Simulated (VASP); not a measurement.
Here is a VASP 6.6.1 calculation.

INCAR

```
PREC     = Accurate       # precision mode
ENCUT    = 520            # plane-wave cutoff, eV
EDIFF    = 1E-7           # SCF threshold, eV
ISMEAR   = 0              # smearing method
SIGMA    = 0.05           # smearing width, eV
LREAL    = F              # projectors in reciprocal space
LASPH    = T              # aspherical terms in the spheres
NELM     = 80             # most SCF steps
ALGO     = Normal         # electronic algorithm
ISIF     = 2              # what is computed and relaxed
LWAVE    = F              # write WAVECAR
LCHARG   = F              # write CHGCAR
GGA      = PS             # functional
NBANDS   = 11             # bands
```

File KPOINTS:

```
Automatic mesh
0
Gamma
  8 8 8
```

POSCAR

```
Ba
4.3414
   -0.577348320818      0.577348320818      0.577348320818
    0.577348320818     -0.577348320818      0.577348320818
    0.577348320818      0.577348320818     -0.577348320818
Ba
1
Direct
    0.0000000000      0.0000000000      0.0000000000
```

Potentials or basis: VASP PAW PBE potentials, release 54 (Ba_sv).

Launch:

```console
$ cat potpaw_PBE.54/Ba_sv/POTCAR > POTCAR
$ mpirun -np 1 vasp_std > vasp.out
```

(1) Estimate the pressure.

(2) What does it give for the band gap on the k mesh?

Answers

(1) -0.7 GPa.

(2) none (metal or under the smearing width).

Caveat: the PAW data sets were made with another functional, which shifts forces and pressure a little.
